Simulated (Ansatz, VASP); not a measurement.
**Two plane-wave programs on Al2Ru**

```
CELL_PARAMETERS angstrom
-1.56042 1.56042 4.22181
1.56042 -1.56042 4.22181
1.56042 1.56042 -4.22181
ATOMIC_POSITIONS crystal
Al 0.65920 0.65920 0.00000
Al 0.34080 0.34080 0.00000
Ru 0.00000 0.00000 0.00000
```

Alike in both runs: task single point; functional PBEsol; k mesh 1 × 1 × 1; occupations gaussian, width 0.1 eV; no spin polarisation.

```csv
,VASP,Ansatz
version,VASP 6.6.1,Ansatz 0.2.0
potentials or method,"VASP PAW PBE potentials, release 64 (Al, Ru_pv)","scalar-relativistic, plane waves, PAW"
plane-wave cutoff (eV),520,420
valence electrons in the cell,20,22
```

```csv
,VASP,Ansatz,Ansatz less VASP
gap on the k mesh at the Fermi level (eV),1.33,1.46,+0.122
least direct gap on the mesh (eV),1.33,1.46,+0.122
pressure (GPa),8.0,7.7,-0.35
largest component of the traceless stress (GPa),30.80,31.80,+1.005
rms of the force components (eV/Å),1.447,1.443,-0.0040
```

Atom by atom the forces differ by 0.004 eV/Å (rms over components). The two sets of potentials don't hold the same shells in valence.

Caveats: the k mesh is coarse (spacing up to 2.85 Å⁻¹), so the values aren't converged; the PAW data sets were made with another functional, which shifts forces and pressure a little (VASP); an odd mesh through Γ misses points on the zone boundary, where band edges often lie. PBEsol gaps usually lie below the measured ones, often by a third to a half.
